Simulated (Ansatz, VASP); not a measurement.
## Cl in VASP and in Ansatz

Contents of INCAR:

```
  ALGO = Normal
  EDIFF = 1E-6
  ENCUT = 520
  GGA = PE
  ISIF = 2
  ISMEAR = -1
  LASPH = T
  LCHARG = F
  LREAL = F
  LWAVE = F
  NBANDS = 10
  NELM = 60
  PREC = Accurate
  SIGMA = 0.1
```

File KPOINTS:

```
k-points
0
Gamma
  17 17 17
```

POSCAR

```
Cl
1.0
   -1.6938812639      1.6938812639      1.6938812639
    1.6938812639     -1.6938812639      1.6938812639
    1.6938812639      1.6938812639     -1.6938812639
Cl
1
Direct
    0.0000000000      0.0000000000      0.0000000000
```

Input for Ansatz:

```yaml
crystal:
  lattice:
    - [-1.6938812639, 1.6938812639, 1.6938812639]
    - [1.6938812639, -1.6938812639, 1.6938812639]
    - [1.6938812639, 1.6938812639, -1.6938812639]
  atoms:
    - { symbol: Cl, position: [0.0, 0.0, 0.0] }
kpoints:
  mp_grid: { grid: [17, 17, 17] }
scf:
  occupations: { method: fermi_dirac, width: 0.1 }
hamiltonian:
  xc: pbe
  pseudopotentials: { kind: paw }
output:
  forces: true
  stress: true
  eigenvalues: true
  populations: true
```

Change from the starting cell: volume scaled by 0.9, PAW files.

Alike in both runs: task single point; functional PBE; k mesh 17 × 17 × 17; occupations fermi-dirac, width 0.1 eV; no spin polarisation.

```csv
,VASP,Ansatz
version,VASP 6.6.1,Ansatz 0.2.0
potentials or method,"VASP PAW PBE potentials, release 64 (Cl)","PAW with Ansatz's default frozen-core files, scalar-relativistic"
plane-wave cutoff (eV),520,420
valence electrons in the cell,7,7
```

VASP gave:

```
pressure (GPa) : 4.1
```

What did Ansatz give for the same quantities?

Pressure (GPa): 4.2.

With one functional, cell and mesh, what is left measures potentials, basis and numerics.

Caveats: an odd number of electrons without spin polarisation forces a metal; a magnetic or distorted state may lie lower.
